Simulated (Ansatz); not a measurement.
Runs of Ansatz 0.2.0 on Sn. It takes space group I4/mmm (No. 139, tetragonal). Conventional cell: a = 4.058 Å, b = 4.058 Å, c = 3.322 Å, α = 90.00°, β = 90.00°, γ = 90.00°. Sn (site symmetry 4/mmm) is surrounded by 10 Sn at 3.32 Å. This isn't the form of Sn at room conditions, which is tetragonal (white tin).

```tsv
level	gap on the mesh (eV)	pressure (GPa)	relaxed volume (Å³/atom)
PBEsol+D3(BJ)-ATM	none	0.0	25.17
PBEsol+D3(BJ)	none	0.0	25.07
PBEsol	none	0.0	26.25
PBEsol+D4	none	0.0	(a)
```

Alike in all rows: task relaxation of cell and atoms; potentials or basis Ansatz PAW; no spin polarisation; cell relaxed; k mesh 10 × 10 × 10; cutoff (eV) 420; smearing fermi-dirac 0.05 eV.

Problem. Fill in the values left out.

Solution. (a) 25.54.

Caveats: the plane-wave basis is chosen anew once the cell has moved, so the energies of steps on either side of that aren't comparable; the PAW data sets come from PBE, with cores solved anew for the run's functional, which leaves a small shift of forces and pressure; pairwise dispersion overbinds metals, which lowers pressure and volume (some runs).

A k mesh can miss the band edges, and the runs leave out spin-orbit coupling on Sn.

A gap of «none» marks a metal or a gap under the smearing width.
